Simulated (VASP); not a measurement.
NaH, 2 atoms in the cell. The typed cell holds 2 atoms: a = 3.429 Å, b = 3.441 Å, c = 3.434 Å, α = 60.91°, β = 60.14°, γ = 60.84°.  The cell isn't the ideal one: cell strained at random at fixed volume.

* Program: VASP 6.6.1
* Task: band structure
* Functional: r2SCAN
* Dispersion: rVV10
* Potentials or basis: VASP PAW PBE potentials, release 64 (Na_pv, H)
* Cutoff: 520 eV
* k mesh: 9 × 9 × 9
* Occupations: fermi-dirac, width 0.1 eV
* Spin: no spin polarisation
* Further INCAR settings: ALGO = Normal; EDIFF = 1e-07; NBANDS = 11

Potentials or basis: VASP PAW PBE potentials, release 64 (Na_pv, H).

Launch:

```sh
$ cat potpaw_PBE.64/Na_pv/POTCAR potpaw_PBE.64/H/POTCAR > POTCAR
$ mpirun -np 1 vasp_std > vasp.out
```

Hardware: 1 thread of AMD EPYC 9R14 (Zen 4), on a shared host.

Task: Estimate the wall time of this run.

Result: It took 10 min on 1 thread of AMD EPYC 9R14 (Zen 4), with other jobs on the host, peak memory 0.31 GiB. Counts: scf iterations 30, k points 365.
